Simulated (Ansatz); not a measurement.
Crystal: CuO.

```
Cu O
1.0
     3.28802    0.00000    0.00000
    -1.64401    2.84751    0.00000
     0.00000    0.00000    5.38502
Cu O
2 2
Direct
  0.66667 0.33333 0.00000
  0.33333 0.66667 0.50000
  0.66667 0.33333 0.62520
  0.33333 0.66667 0.12520
```

Measurements of this composition are mostly on another form, of space group No. 15.

Program: Ansatz 0.2.0. Alike in all runs: potentials or basis Ansatz PAW; no spin polarisation; cell as given; smearing fermi-dirac 0.05 eV. Hardware: 2 threads of Arm Neoverse V2, with other jobs on the host.

Question: Order these runs on this cell by their wall time, lowest first.
A. task single point; level PBE; k mesh 9 × 9 × 5; cutoff (eV) 300; mesh quality not flagged
B. task single point; level PBE; k mesh 3 × 3 × 2; cutoff (eV) 420; mesh quality coarse
C. task band structure; level r2SCAN+U; U Cu d U = 5.3 eV; k mesh 9 × 9 × 5; cutoff (eV) 500; points for each segment of the path 14; hubbard projectors ortho-atomic (the default); double counting fll (the default); mesh quality not flagged
D. task band structure; level PBEsol+U; U Cu d U = 4.5 eV; k mesh 9 × 9 × 5; cutoff (eV) 420; points for each segment of the path 14; hubbard projectors ortho-atomic (the default); double counting fll (the default); mesh quality not flagged
E. task single point; level PBE; k mesh 13 × 13 × 7; cutoff (eV) 420; mesh quality not flagged

Answer: B (0.53 s), A (1.5 s), E (3.9 s), D (8 s), C (16 s).

Caveats: some runs use coarse meshes; the run has no spin polarisation, though such a crystal can be magnetic; U without spin polarisation on a metal has little footing (some runs); the cutoff lies under the one recommended for these potentials (some runs).
